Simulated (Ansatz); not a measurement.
The system is MnO.

```
Mn O
1.0
     0.00000    2.22391    2.22391
     2.22391    0.00000    2.22391
     2.22391    2.22391    0.00000
Mn O
1 1
Direct
  0.00000 0.00000 0.00000
  0.50000 0.50000 0.50000
```

The cell is a database's computed one.

- Program: Ansatz 0.2.0
- Task: relaxation of cell and atoms
- Functional: LDA
- Potentials or basis: Ansatz PAW
- Cutoff: 420 eV (not typed: the program's choice for these potentials)
- k mesh: 10 × 10 × 10
- Occupations: fermi-dirac, width 0.05 eV
- Spin: collinear spin, ferromagnetic start
- Starting moments: [4.0, 0.0] μB

At the start: volume 11.00 Å³/atom.

Task: How do energy, volume and symmetry change on relaxing?

Result: It ends after 9 steps and the volume is 9.44 Å³/atom (-14.1 %); space group Fm-3m (No. 225, to 0.05 Å); moment 4.13 μB per cell.

The path:
```tsv
step	energy change (eV)	largest force (eV/Å)	volume (Å³)
1	0.0000	0.0000	22.00
2	-0.1484	0.0000	20.36
3	-0.1880	0.0000	18.08
4	-0.2035	0.0000	18.94
5	-0.2032	0.0000	18.98
6	-0.2033	0.0000	18.98
7	-0.1951	0.0000	18.98
8	-0.1958	0.0000	18.89
9	-0.1952	0.0000	18.89
```

Final structure:
```cif
data_structure
_symmetry_space_group_name_H-M 'P 1'
_symmetry_Int_Tables_number 1
_cell_length_a 2.9893
_cell_length_b 2.9893
_cell_length_c 2.9893
_cell_angle_alpha 60.000
_cell_angle_beta 60.000
_cell_angle_gamma 60.000
_cell_volume 18.89
loop_
_atom_site_label
_atom_site_type_symbol
_atom_site_fract_x
_atom_site_fract_y
_atom_site_fract_z
_atom_site_occupancy
Mn1 Mn 0.00000 0.00000 0.00000 1
O1 O 0.50000 0.50000 0.50000 1
```

Caveat: the plane-wave basis is chosen anew once the cell has moved, so the energies of steps on either side of that aren't comparable; the pressure holds a Pulay correction of +0.9 GPa for the finite cutoff; a cell with one magnetic atom can't hold antiferromagnetic order, which such compounds often take; the PAW data sets come from PBE, with cores solved anew for the run's functional, which leaves a small shift of forces and pressure.
